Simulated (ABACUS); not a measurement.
**FePt (Tetraferroplatinum) under changes of volume**

One of the cells (14.072 Å³/atom); the others are scaled copies at fixed shape and fractional positions:

```
Pt Fe
1.0
     2.74154    0.00000    0.00000
     0.00000    2.74154    0.00000
     0.00000    0.00000    3.74464
Pt Fe
1 1
Direct
  0.50000 0.50000 0.50000
  0.00000 0.00000 0.00000
```

```yaml
Program: ABACUS 3.10.1
Functional: PBE
Potentials_or_basis: PseudoDojo NC SR 0.4.1 PBE standard
Cutoff: 1225 eV
Density_cutoff: 4898 eV
Basis: plane waves
k_mesh: 10 × 10 × 7
Occupations: fermi-dirac, width 0.05 eV
Spin: collinear spin, ferromagnetic start
Starting_moments: "[0.0, 3.0] μB"
```

```tsv
volume (Å³/atom)	energy over the lowest point (meV/atom)	pressure (GPa)	moment (μB per cell)
13.245	34.16	14.0	3.28
13.521	14.59	8.8	3.32
13.796	3.48	4.1	3.36
14.072	0.00	0.0	3.40
14.348	3.27	-3.6	3.44
14.624	?	?	?
```

Task: What does the run at 14.624 Å³/atom give?

Result: Energy over the lowest point 12.39 meV/atom; pressure -6.8 GPa; moment 3.48 μB per cell.

Worked out: A Birch-Murnaghan fit of order 3 (a polynomial in V^(-2/3)) to the other rows has its minimum at 14.07 Å³/atom with B0 = V·E''(V) = 201 GPa and B' = 4.6 at fixed shape and positions, which overstates the stiffness. It gives 12.67 meV/atom at 14.624 Å³/atom, against the run's 12.39, and -dE/dV = -7.1 GPa, against -6.8. A straight line through the other rows of the moment, of slope 0.145 μB per Å³/atom, extrapolates to 3.48 μB, against the run's 3.48.

Energies are extrapolated to zero smearing.
